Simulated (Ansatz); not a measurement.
Zinc-blende InN (metastable phase), relaxed in Ansatz (plane waves) with several semilocal functionals. Each gives its own volume and its own bulk modulus:

```csv
level,V0 (Å³/atom),bulk modulus B0 (GPa),ln V0,ln B0
LDA,15.072,146.3,2.7128,4.9857
PBEsol,15.497,135.5,2.7406,4.9090
r²SCAN,15.617,139.7,2.7484,4.9395
PBE-D4,15.678,129.3,2.7523,4.8621
RPBE,16.498,112.0,2.8032,4.7185
BLYP,16.744,107.4,2.8180,4.6766
```

Task: Fit a straight line to ln B0 against ln V0. What does it predict for revPBE, whose volume is 16.383 Å³/atom?

Result: With x = ln V0 and y = ln B0: means 2.76255 and 4.84857; Σ(Δx Δy) = -0.02440, Σ(Δx²) = 0.007989, so the slope is -3.05. At x = 2.7962 the line gives y = 4.84857 + (-3.05) × (2.7962 − 2.76255) = 4.7459, or 115.1 GPa. The run with revPBE gives 114.5 GPa, -0.5 % from the line. The rows used scatter about it by up to 4.9 %, while the largest value lies 36 % above the smallest.

Ansatz's density-functional and Hartree–Fock values are scalar-relativistic unless marked +SOC, with PAW data made under PBE.

Ansatz is a first-principles code.
